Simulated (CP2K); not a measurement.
GaSb under changes of volume

One of the cells (28.625 Å³/atom); the others are scaled copies at fixed shape and fractional positions:

```
CELL_PARAMETERS angstrom
4.32608 0.00000 0.00000
2.16304 3.74649 0.00000
2.16304 1.24883 3.53223
ATOMIC_POSITIONS crystal
Sb 0.75000 0.75000 0.75000
Ga 0.00000 0.00000 0.00000
```

```yaml
Program: CP2K 2026.2
Functional: PBE
Potentials_or_basis: POTENTIAL_UZH Sb GTH-PBE-q5, Ga GTH-PBE-q13; TZVP-MOLOPT-PBE-GTH basis
Density_cutoff: 6123 eV
k_mesh: 8 × 8 × 8
Occupations: fermi-dirac, width 0.05 eV
Spin: no spin polarisation
```

```tsv
volume (Å³/atom)	energy over the lowest point (meV/atom)	pressure (GPa)	gap on the mesh (eV)
26.907	67.24	7.0	0.55
27.480	45.00	5.5	0.39
28.052	?	?	?
28.625	15.34	2.9	0.08
29.197	6.74	1.9	none
29.770	1.73	0.9	none
30.342	0.00	0.1	none
```

Problem. What does the run at 28.052 Å³/atom give?

Solution. Energy over the lowest point 27.90 meV/atom; pressure 4.1 GPa; gap on the mesh 0.23 eV.

Worked out: A Birch-Murnaghan fit of order 3 (a polynomial in V^(-2/3)) to the other rows has its minimum at 30.40 Å³/atom, just outside them, with B0 = V·E''(V) = 42 GPa and B' = 5.0. It gives 27.92 meV/atom at 28.052 Å³/atom, against the run's 27.90, and -dE/dV = 4.1 GPa, against 4.1.

Energies are extrapolated to zero smearing.

Caveats: the basis of atomic orbitals isn't converged, which shifts pressures, moduli and gaps; spin-orbit coupling is left out, which moves the levels of the heavy elements (some runs); the real-space grid breaks the cell's symmetry a little (some runs).

A mesh can miss the band edges.

A gap of «none» marks a metal or a gap under the smearing width.
